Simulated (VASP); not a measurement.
# BaTiO3 (P4mm) in VASP: further runs

Aim: see how the results for BaTiO3 move with the level of theory and the settings. Levels: PBE, PBE+D3(BJ). Tasks: relaxation of cell and atoms.

Everything below comes from runs of VASP 6.6.1. Logs are shortened: lines on timing, memory, paths and dates and some standing lists are left out, and cuts for length are marked.

## Step 1: The structure

Symmetry: P4mm, No. 99, tetragonal system. The conventional cell has a = 3.990 Å, b = 3.990 Å, c = 4.103 Å, α = 90.00°, β = 90.00°, γ = 90.00°. Around Ba (site symmetry 4mm) lie 12 O at 2.81 to 2.92 Å. Around Ti (site symmetry 4mm) lie 5 O at 1.84 to 2.00 Å. Around O (site symmetry 2mm) lie 2 Ti at 2.00 Å. O (site symmetry 4mm) is surrounded by 1 Ti at 1.84 Å.

The cell is a database's computed one.

## Step 2: Relaxation of cell and atoms, PBE

File INCAR:

```
SYSTEM = BaTiO3
ALGO     = Normal         ! electronic algorithm
EDIFF    = 1E-7           ! SCF threshold, eV
EDIFFG   = -0.005         ! ionic threshold
ENCUT    = 600            ! plane-wave cutoff, eV
GGA      = PE             ! functional
IBRION   = 2              ! ionic algorithm
ISIF     = 3              ! what is computed and relaxed
ISMEAR   = 0              ! smearing method
LASPH    = .True.         ! aspherical terms in the spheres
LCHARG   = .False.        ! write CHGCAR
LREAL    = .False.        ! projectors in reciprocal space
LWAVE    = .False.        ! write WAVECAR
NELM     = 80             ! most SCF steps
NSW      = 90             ! ionic steps
PREC     = Accurate       ! precision mode
SIGMA    = 0.02           ! smearing width, eV
```

File KPOINTS:

```
k-points
0
Gamma
  8 8 8
  0 0 0
```

File POSCAR:

```
BaTiO3
1.0
    3.9903792100      0.0000000000      0.0000000000
    0.0000000000      3.9903792100      0.0000000000
    0.0000000000      0.0000000000      4.1026553900
Ba Ti O
1 1 3
Direct
    0.5000000000      0.5000000000      0.5825414600
    0.0000000000      0.0000000000      0.1000427000
    0.0000000000      0.5000000000      0.0642205400
    0.5000000000      0.0000000000      0.0642205400
    0.0000000000      0.0000000000      0.5489717500
```

Potentials or basis: VASP PAW PBE potentials, release 64 (Ba_sv, Ti_sv, O).

Run with:

```sh
> cat potpaw_PBE.64/Ba_sv/POTCAR potpaw_PBE.64/Ti_sv/POTCAR potpaw_PBE.64/O/POTCAR > POTCAR
> mpirun -np 1 vasp_std > vasp.out
```

OUTCAR:

```text
SYSTEM = BaTiO3
   EDIFF = 1E-7
   EDIFFG = -0.005
   ENCUT = 600
   GGA = PE
   IBRION = 2
   ISIF = 3
   ISMEAR = 0
   LASPH = .True.
   LREAL = .False.
   NELM = 80
   NSW = 90
   PREC = Accurate

 ion  position               nearest neighbor table
   1  0.500  0.500  0.583-   3 2.81   4 2.81   4 2.81   3 2.81   5 2.82   5 2.82   5 2.82   5 2.82
                             3 2.92   4 2.92   3 2.92   4 2.92   2 3.45   2 3.45   2 3.45   2 3.45
   2  0.000  0.000  0.100-   5 1.84   4 2.00   3 2.00   3 2.00   4 2.00   5 2.26   1 3.45   1 3.45
                             1 3.45   1 3.45   1 3.53   1 3.53   1 3.53   1 3.53
   3  0.000  0.500  0.064-   2 2.00   2 2.00   1 2.81   1 2.81   1 2.92   1 2.92
   4  0.500  0.000  0.064-   2 2.00   2 2.00   1 2.81   1 2.81   1 2.92   1 2.92
   5  0.000  0.000  0.549-   2 1.84   2 2.26   1 2.82   1 2.82   1 2.82   1 2.82

  LATTYP: Found a simple tetragonal cell.
 ALAT       =     3.9903792100
 C/A-ratio  =     1.0281367194

  Lattice vectors:

 A1 = (   3.9903792100,   0.0000000000,   0.0000000000)
 A2 = (   0.0000000000,   3.9903792100,   0.0000000000)
 A3 = (   0.0000000000,   0.0000000000,   4.1026553900)

Analysis of symmetry for initial positions (statically):
=====================================================================
 Subroutine PRICEL returns:
 Original cell was already a primitive cell.

 Routine SETGRP: Setting up the symmetry group for a
 simple tetragonal supercell.

 Subroutine GETGRP returns: Found  8 space group operations
 (whereof  8 operations were pure point group operations)
 out of a pool of 16 trial point group operations.

The static configuration has the point symmetry C_4v.

Analysis of symmetry for dynamics (positions and initial velocities):
=====================================================================
 Subroutine PRICEL returns:
 Original cell was already a primitive cell.

 Routine SETGRP: Setting up the symmetry group for a
 simple tetragonal supercell.

 Subroutine GETGRP returns: Found  8 space group operations
 (whereof  8 operations were pure point group operations)
 out of a pool of 16 trial point group operations.

The dynamic configuration has the point symmetry C_4v.

 Subroutine INISYM returns: Found  8 space group operations
 (whereof  8 operations are pure point group operations),
 and found     1 'primitive' translations

----------------------------------------------------------------------------------------

                                     Primitive cell

  volume of cell :      65.3271

  direct lattice vectors                    reciprocal lattice vectors
     3.990379210  0.000000000  0.000000000     0.250602749  0.000000000  0.000000000
     0.000000000  3.990379210  0.000000000     0.000000000  0.250602749  0.000000000
     0.000000000  0.000000000  4.102655390     0.000000000  0.000000000  0.243744576

  length of vectors
     3.990379210  3.990379210  4.102655390     0.250602749  0.250602749  0.243744576

  position of ions in fractional coordinates (direct lattice)
     0.500000000  0.500000000  0.582541460
     0.000000000  0.000000000  0.100042700
     0.000000000  0.500000000  0.064220540
     0.500000000  0.000000000  0.064220540
     0.000000000  0.000000000  0.548971750

  ion indices of the primitive-cell ions
   primitive index   ion index
                 1           1
                 2           2
                 3           3
                 4           4
                 5           5

----------------------------------------------------------------------------------------

 KPOINTS: k-points

Automatic generation of k-mesh.
 Grid dimensions read from file:
 generate k-points for:    8    8    8

 Generating k-lattice:

  Cartesian coordinates                     Fractional coordinates (reciprocal lattice)
     0.031325344  0.000000000  0.000000000     0.125000000  0.000000000  0.000000000
     0.000000000  0.031325344  0.000000000     0.000000000  0.125000000  0.000000000
     0.000000000  0.000000000  0.030468072     0.000000000  0.000000000  0.125000000

  Length of vectors
     0.031325344  0.031325344  0.030468072

  Shift w.r.t. Gamma in fractional coordinates (k-lattice)
     0.000000000  0.000000000  0.000000000

 Subroutine IBZKPT returns following result:
 ===========================================

 Found     75 irreducible k-points:

 Following reciprocal coordinates:
            Coordinates               Weight
  0.000000  0.000000  0.000000      1.000000
  0.125000  0.000000  0.000000      4.000000
  0.250000  0.000000  0.000000      4.000000
  0.375000  0.000000  0.000000      4.000000
  0.500000  0.000000  0.000000      2.000000
  0.125000  0.125000  0.000000      4.000000
[... 16 lines left out ...]
  0.375000  0.125000  0.125000     16.000000
  0.500000  0.125000  0.125000      8.000000
 [... further k-points ...]
   k-points           NKPTS =     75   k-points in BZ     NKDIM =     75   number of bands    NBANDS=     24
   number of dos      NEDOS =    301   number of ions     NIONS =      5
   total plane-waves  NPLWV =  36864
   dimension x,y,z NGX =    32 NGY =   32 NGZ =   36
   dimension x,y,z NGXF=    64 NGYF=   64 NGZF=   72
   ions per type =               1   1   3
   NGX,Y,Z   is equivalent  to a cutoff of  13.33, 13.33, 14.59 a.u.
   NGXF,Y,Z  is equivalent  to a cutoff of  26.66, 26.66, 29.18 a.u.
 SYSTEM =  BaTiO3
   PREC   = accura    normal or accurate (medium, high low for compatibility)
   ISTART =      0    job   : 0-new  1-cont  2-samecut
   ICHARG =      2    charge: 1-file 2-atom 10-const
   ISPIN  =      1    spin polarized calculation?
   LNONCOLLINEAR =      F non collinear calculations
   LSORBIT =      F    spin-orbit coupling
   LASPH  =      T    aspherical Exc in radial PAW
   ENCUT  =  600.0 eV  44.10 Ry    6.64 a.u.   7.97  7.97  8.19*2*pi/ulx,y,z
   NELM   =     80;   NELMIN=  2; NELMDL= -5     # of ELM steps
   EDIFF  = 0.1E-06   stopping-criterion for ELM
   LREAL  =      F    real-space projection
   EDIFFG = -.5E-02   stopping-criterion for IOM
   NSW    =     90    number of steps for IOM
   IBRION =      2    ionic relax: 0-MD 1-quasi-New 2-CG
   NFREE  =      1    steps in history (QN), initial steepest desc. (CG)
   ISIF   =      3    stress and relaxation
   ISYM   =      2    0-nonsym 1-usesym 2-fastsym
   POTIM  = 0.5000    time-step for ionic-motion
   TEBEG  =    0.0;   TEEND  =   0.0 temperature during run
   PSTRESS=    0.0 pullay stress
   NELECT =      40.0000    total number of electrons
   NUPDOWN=      -1.0000    fix difference up-down
   EMIN   =  10.00;   EMAX   =-10.00  energy-range for DOS
   EFERMI =   0.00;   METHOD = LEGACY
   ISMEAR =     0;   SIGMA  =   0.02  broadening in eV -4-tet -1-fermi 0-gaus
   EFERMI_NEDOS =   21; number of points for ismear=-14 and -15
   IALGO  =     38    algorithm
   IMIX   =      4    mixing-type and parameters
     AMIX     =   0.40;   BMIX     =  1.00
     AMIX_MAG =   1.60;   BMIX_MAG =  1.00
  volume/ion in A,a.u.               =      13.07        88.17
  Fermi-wavevector in a.u.,A,eV,Ry     =   1.390157  2.627015 26.293737  1.932535
  Thomas-Fermi vector in A             =   2.514119
   LORBIT       =      0    0 simple, 1 ext, 2 COOP (PROOUT), +10 PAW based schemes
   GGA     = PE    functional components
   LHFCALC =     F    Hartree Fock is set to
   AEXX    =    0.0000 exact exchange contribution
   IVDW    =     0    specifies the selected vdW correction
   LEPSILON=     F    determine dielectric tensor
   LRPA    =     F    only Hartree local field effects (RPA)
 conjugate gradient relaxation of ions
 non-spin polarized calculation
 Gauss-broadening in eV      SIGMA  =   0.02
  energy-cutoff  :      600.00
  volume of cell :       65.33
 maximum number of plane-waves:      2212
 NGX is ok and might be reduce to    32
   NGX = 15   NGY = 15   NGZ = 17

--------------------------------------- Ionic step        1  -------------------------------------------

 number of electron      39.9999993 magnetization

 Free energy of the ion-electron system (eV)
  ---------------------------------------------------
  ext. energy  EPLUGINS =         0.00000000
  ---------------------------------------------------
  free energy    TOTEN  =       -40.02782027 eV

  energy without entropy =      -40.02782027  energy(sigma->0) =      -40.02782027

------------------------ aborting loop because EDIFF is reached ----------------------------------------

  FORCE on cell =-STRESS in cart. coord.  units (eV):
  Direction    XX          YY          ZZ          XY          YZ          ZX
  --------------------------------------------------------------------------------------
  -------------------------------------------------------------------------------------
  Total        1.1831897      1.1831897      1.2299824      0.0000000      0.0000000      0.0000000
  in kB       29.0182747     29.0182747     30.1658875      0.0000000      0.0000000      0.0000000
  external PRESSURE =      29.4008123 kB  Pullay stress =       0.0000000 kB
[... 98 lines left out ...]
  FREE ENERGIE OF THE ION-ELECTRON SYSTEM (eV)
  ---------------------------------------------------
  free  energy   TOTEN  =       -40.0388414029 eV

  energy  without entropy=      -40.0388414029  energy(sigma->0) =      -40.03884140

[... ionic steps 4 to 15 ...]

--------------------------------------- Ionic step       16  -------------------------------------------

 number of electron      39.9999992 magnetization

------------------------ aborting loop because EDIFF is reached ----------------------------------------
[... 73 lines left out ...]
--------------------------------------- Ionic step       18  -------------------------------------------

 number of electron      39.9999991 magnetization

 Free energy of the ion-electron system (eV)
  ---------------------------------------------------
  ext. energy  EPLUGINS =         0.00000000
  ---------------------------------------------------
  free energy    TOTEN  =       -40.04748705 eV

  energy without entropy =      -40.04748705  energy(sigma->0) =      -40.04748705

 E-fermi :   3.7714     XC(G=0): -10.9692

 val. band max:        3.6808450628   @ k =   0.5000   0.5000   0.5000
 cond. band min:       5.4485617531   @ k =   0.0000   0.0000   0.0000
 fundamental gap:      1.7677166903
 Fermi energy:         3.7713953820

 k-point     1 :       0.0000    0.0000    0.0000
  band No.  band energies     occupation
      1     -53.0104      2.00000
      2     -29.3429      2.00000
      3     -29.2035      2.00000
      4     -29.2035      2.00000
      5     -21.5521      2.00000
      6     -13.3223      2.00000
[... 637 lines left out ...]
     23       7.1771      0.00000
     24       8.1617      0.00000

 [... further k-points ...]

------------------------ aborting loop because EDIFF is reached ----------------------------------------

  FORCE on cell =-STRESS in cart. coord.  units (eV):
  Direction    XX          YY          ZZ          XY          YZ          ZX
  --------------------------------------------------------------------------------------
  -------------------------------------------------------------------------------------
  Total        0.0008180      0.0008180     -0.0118538      0.0000000      0.0000000      0.0000000
  in kB        0.0194391      0.0194391     -0.2817057      0.0000000      0.0000000      0.0000000
  external PRESSURE =      -0.0809425 kB  Pullay stress =       0.0000000 kB
[... 20 lines left out ...]
  FREE ENERGIE OF THE ION-ELECTRON SYSTEM (eV)
  ---------------------------------------------------
  free  energy   TOTEN  =       -40.0474870476 eV

  energy  without entropy=      -40.0474870476  energy(sigma->0) =      -40.04748705

 reached required accuracy - stopping structural energy minimisation
```

Wall time 8.9 min (1 thread of Intel Xeon 6975P-C (Granite Rapids), shared host); peak memory 0.31 GiB.

Results:

```yaml
Free_energy: -40.0475 eV
Relaxed_volume: 13.48 Å³/atom
Relaxed_cell: a = 3.996 Å, b = 3.996 Å, c = 4.222 Å, α = 90.00°, β = 90.00°, γ = 90.00°
Space_group_after_relaxing_to_0.05_Å: P4mm (No. 99)
Energy_gained_by_relaxing: 3.9 meV/atom
Ionic_steps: 18
Pressure_after_relaxing: 0.0 GPa
Largest_force_after_relaxing: 0.005 eV/Å
Band_gap_on_the_k_mesh: 1.77 eV, indirect (least direct gap 2.34 eV)
```

Forces on the atoms (eV/Å):
```
Ba   0.000  0.000  0.000
Ti   0.000  0.000  0.005
O    0.000  0.000  0.000
O    0.000  0.000  0.000
O    0.000  0.000 -0.005
```

Step by step:
```tsv
step	energy change (eV)	largest force (eV/Å)	pressure (GPa)	volume (Å³)
1	0.0000	0.0552	2.94	65.33
2	-0.0028	0.3530	-2.45	67.62
3	-0.0110	0.1909	-0.05	66.54
4	-0.0134	0.0815	-0.01	66.70
5	-0.0140	0.0605	0.04	66.81
6	-0.0159	0.0637	-0.01	66.94
7	-0.0188	0.0789	-0.05	67.31
8	-0.0189	0.0836	-0.05	67.39
9	-0.0193	0.0432	-0.06	67.34
10	-0.0193	0.0431	-0.06	67.34
11	-0.0195	0.0209	0.23	67.24
12	-0.0195	0.0145	0.17	67.26
13	-0.0196	0.0107	-0.11	67.40
14	-0.0196	0.0107	-0.01	67.35
15	-0.0196	0.0052	0.00	67.35
16	-0.0196	0.0114	0.01	67.36
17	-0.0197	0.0093	0.01	67.38
18	-0.0197	0.0048	-0.01	67.42
```

Final structure:
```yaml
crystal:
  lattice:
    - [3.99580, 0.00000, 0.00000]
    - [0.00000, 3.99580, 0.00000]
    - [0.00000, 0.00000, 4.22245]
  atoms:
    - { symbol: Ba, position: [0.50000, 0.50000, 0.59006] }
    - { symbol: Ti, position: [0.00000, 0.00000, 0.10884] }
    - { symbol: O, position: [0.00000, 0.50000, 0.06107] }
    - { symbol: O, position: [0.50000, 0.00000, 0.06107] }
    - { symbol: O, position: [0.00000, 0.00000, 0.53896] }
```

Levels at points of the mesh, in eV from the valence-band top:
```
           k point  band 18  band 19  band 20  band 21  band 22  band 23
(0.00, 0.00, 0.00)    -0.96    -0.57    -0.57     1.77     2.41     2.41
(0.50, 0.00, 0.00)    -1.71    -1.60    -1.36     2.48     3.38     3.48
(0.50, 0.50, 0.00)    -1.18    -1.18    -0.06     3.52     3.52     3.85
(0.00, 0.00, 0.50)    -1.98    -0.74    -0.74     1.89     3.38     3.38
(0.50, 0.00, 0.50)    -1.20    -1.11    -0.54     3.39     3.42     3.65
(0.50, 0.50, 0.50)    -0.48    -0.48     0.00     3.89     3.89     4.00
```

Caveat: spin-orbit coupling is left out, which moves the levels of the heavy elements. A k mesh can miss the band edges.

## Step 3: Relaxation of cell and atoms, PBE+D3(BJ)

Edit INCAR of step 2 so:

```diff
@@ -9,2 +9,3 @@
 ISMEAR   = 0              ! smearing method
+IVDW     = 12             ! dispersion correction
 LASPH    = .True.         ! aspherical terms in the spheres
```

KPOINTS is that of step 2.

POSCAR is that of step 2.

Potentials or basis: VASP PAW PBE potentials, release 64 (Ba_sv, Ti_sv, O).

Run with:

```sh
> cat potpaw_PBE.64/Ba_sv/POTCAR potpaw_PBE.64/Ti_sv/POTCAR potpaw_PBE.64/O/POTCAR > POTCAR
> mpirun -np 1 vasp_std > vasp.out
```

It took 4.5 min on 1 thread of Intel Xeon 6975P-C (Granite Rapids), shared host; peak memory 0.31 GiB.

Results (log left out):

- Free energy: -41.3283 eV
- Relaxed volume: 13.06 Å³/atom
- Relaxed cell: a = 3.985 Å, b = 3.985 Å, c = 4.111 Å, α = 90.00°, β = 90.00°, γ = 90.00°
- Space group after relaxing (to 0.05 Å): P4mm (No. 99)
- Energy gained by relaxing: 0.1 meV/atom
- Ionic steps: 9
- Pressure after relaxing: 0.0 GPa
- Largest force after relaxing: 0.004 eV/Å
- Band gap on the k mesh: 1.79 eV, indirect (least direct gap 2.26 eV)
- Dispersion energy per atom: -0.260 eV

Forces in eV/Å, atoms in the order of the input:
```
Ba   0.000  0.000 -0.004
Ti   0.000  0.000  0.002
O    0.000  0.000  0.001
O    0.000  0.000  0.001
O    0.000  0.000  0.000
```

Step by step:
```
step  energy change (eV)  largest force (eV/Å)  pressure (GPa)  volume (Å³)
   1              0.0000                0.0589           -0.32        65.33
   2             -0.0002                0.0360            0.33        65.08
   3             -0.0003                0.0266            0.12        65.17
   4             -0.0004                0.0133            0.05        65.19
   5             -0.0004                0.0246            0.02        65.20
   6             -0.0004                0.0160            0.01        65.22
   7             -0.0005                0.0130           -0.02        65.26
   8             -0.0005                0.0073           -0.01        65.27
   9             -0.0005                0.0039            0.01        65.28
```

Final structure:
```
Ba Ti O
1.0
     3.98488    0.00000    0.00000
     0.00000    3.98488    0.00000
     0.00000    0.00000    4.11092
Ba Ti O
1 1 3
Cartesian
  1.9924 1.9924 2.4002
  0.0000 3.9849 0.4181
  3.9849 1.9924 0.2590
  1.9924 0.0000 0.2590
  0.0000 0.0000 2.2545
```

Levels at points of the mesh, in eV from the valence-band top:
| k point | band 17 | band 18 | band 19 | band 20 | band 21 | band 22 | band 23 | band 24 |
| --- | --- | --- | --- | --- | --- | --- | --- | --- |
| (0.00, 0.00, 0.00) | -1.25 | -0.65 | -0.47 | -0.47 | 1.79 | 2.25 | 2.25 | 4.02 |
| (0.50, 0.00, 0.00) | -1.93 | -1.72 | -1.32 | -1.12 | 2.35 | 3.48 | 3.55 | 4.08 |
| (0.50, 0.50, 0.00) | -1.92 | -1.09 | -1.09 | -0.07 | 3.58 | 3.58 | 3.94 | 4.39 |
| (0.00, 0.00, 0.50) | -2.03 | -1.99 | -0.73 | -0.73 | 1.93 | 3.48 | 3.48 | 4.02 |
| (0.50, 0.00, 0.50) | -1.80 | -1.06 | -1.01 | -0.38 | 3.50 | 3.51 | 3.82 | 4.83 |
| (0.50, 0.50, 0.50) | -2.55 | -0.30 | -0.30 | 0.00 | 4.07 | 4.07 | 4.14 | 6.23 |

Caveat: spin-orbit coupling is left out, which moves the levels of the heavy elements. A k mesh can miss the band edges.
